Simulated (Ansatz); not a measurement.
Method: Ansatz 0.2.0, DFT PBE, scalar-relativistic, plane waves, PAW. All cells share a 420 eV cutoff and Γ-centred k meshes spaced at most about 0.3 Å⁻¹ (about 0.25 or finer for metals, 2π included). No spin polarisation.

Temperature and zero-point effects are left out.

Two relaxed structures of Ga₄O:

A.

```yaml
crystal:
  lattice:
    - [4.46202, 0.00000, 0.00000]
    - [0.00000, 4.46202, 0.00000]
    - [0.00000, 0.00000, 4.46202]
  atoms:
    - { symbol: Ga, position: [0.00000, 0.00000, 0.00000] }
    - { symbol: Ga, position: [0.50000, 0.50000, 0.00000] }
    - { symbol: Ga, position: [0.50000, 0.00000, 0.50000] }
    - { symbol: Ga, position: [0.00000, 0.50000, 0.50000] }
    - { symbol: O, position: [0.50000, 0.50000, 0.50000] }
```

B.

```yaml
crystal:
  lattice:
    - [-2.82229, 2.82229, 2.82229]
    - [2.82229, -2.82229, 2.82229]
    - [2.82229, 2.82229, -2.82229]
  atoms:
    - { symbol: Ga, position: [0.50000, 0.50000, 0.50000] }
    - { symbol: Ga, position: [0.00000, 0.00000, 0.50000] }
    - { symbol: Ga, position: [0.00000, 0.50000, 0.00000] }
    - { symbol: Ga, position: [0.50000, 0.00000, 0.00000] }
    - { symbol: O, position: [0.00000, 0.00000, 0.00000] }
```

Question: Which form is favoured at zero pressure, and by what margin per atom?

Answer: A is lower, by 8 meV/atom. A has space group Pm-3m (No. 221), 17.8 Å³/atom and no gap on its mesh; B has space group Im-3m (No. 229), 18.0 Å³/atom and no gap. Counting Ga atoms around O (those within 1.25 times the shortest such distance or 1.15 times the sum of covalent radii, 1.27 where that leaves under three; the shortest distance is added where it exceeds 1.18 times the sum of covalent radii), A has O 6 from 2.2 Å and B has O 8 from 2.4 Å. In A, around Ga on a site of symmetry m-3m lie 12 Ga at 3.16 Å; Ga on a site of symmetry 4/mmm is surrounded by 2 O at 2.23 Å and 12 Ga at 3.16 Å; O has 6 Ga at 2.23 Å. In B, around Ga lie 2 O at 2.44 Å and 6 Ga at 2.82 Å; O is surrounded by 8 Ga at 2.44 Å. Both come from invented guesses. The lowest form computed isn't among them: it has space group P-6m2 (No. 187), 18.1 Å³/atom and lies 94 meV/atom below the best shown.

For metals, differences of a few meV/atom aren't resolved. Cells relaxed within their symmetry can be saddle points. Some structure types and database cells were kept out of the candidates from the start, so a known form may be missing.
